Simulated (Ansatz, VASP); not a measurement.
# Mg: VASP beside Ansatz

```
Mg
1.0
     5.68587    0.00000    0.00000
    -2.84294    4.92411    0.00000
     0.00000    0.00000    3.05851
Mg
3
Direct
  0.00000 0.50000 0.33333
  0.50000 0.50000 0.66667
  0.50000 0.00000 0.00000
```

Alike in both runs: functional PBE; k mesh 12 × 12 × 16; occupations gaussian, width 0.1 eV; no spin polarisation.

Ansatz relaxed the structure, and its values are those at the end. VASP's run is a single point on that final structure, the one shown.

|  | VASP | Ansatz |
| --- | --- | --- |
| version | VASP 6.6.1 | Ansatz 0.2.0 |
| potentials or method | VASP PAW PBE potentials, release 64 (Mg) | scalar-relativistic, plane waves, PAW |
| plane-wave cutoff (eV) | 520 | 420 |
| valence electrons in the cell | 6 | 30 |

|  | VASP | Ansatz | Ansatz less VASP |
| --- | --- | --- | --- |
| gap on the k mesh at the Fermi level (eV) | none | none | - |
| pressure (GPa) | -0.1 | 0.0 | +0.07 |

A gap of «none» marks a metal or a gap that the smearing closes. With one functional, cell and mesh, what is left measures potentials, basis and numerics. The two sets of potentials don't hold the same shells in valence.
